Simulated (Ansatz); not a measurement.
ZrO2: strain energy, fitted

ZrO2, P4_2/nmc, a = 3.601 Å, c = 5.228 Å. This isn't the usual stable structure of the compound. Ansatz: r2SCAN, PAW, 500 eV, Γ-centred 6×6×6 mesh on 6 atoms, Gaussian smearing 0.02 eV; no spin polarisation. Series: equal strain along all axes, cell held, atoms relaxed; x is the strain in per cent. y is the free energy over the unstrained cell, V0 = 11.301 Å³/atom.

| x (%) | y (meV/atom) |
| --- | --- |
| -4.5 | 149.05 |
| -3.0 | 62.49 |
| -1.5 | 14.74 |
| 0.0 | 0.00 |
| 1.5 | 13.18 |
| 3.0 | 49.84 |
| 4.5 | ? |

Task: Fit y = c2 x² + c3 x³ to the other rows, turn c2 into a modulus, and predict the missing energy.

Result: Least squares on the rows shown. y = 6.2565 x² − 0.24365 x³. In eV per unit strain² c2 is 62.56; the stiffness is B for this strain (E = 9/2 B V0 ε², shape held): 2 × 62.56 × 160.2 / (9 × 11.301) = 197 GPa. At x = 4.5 the fit asked for gives 104.49 meV/atom. The run gave 106.12 meV/atom, so the fit is 1.63 meV/atom too low, 1.1 % of the span of the series, against an rms of 0.21 meV/atom on the fitted rows. The row lies outside the fitted range. With a term in x⁴ added, a fit to the same known rows predicts 106.35 meV/atom, so most of the miss is curvature that the known rows already hold.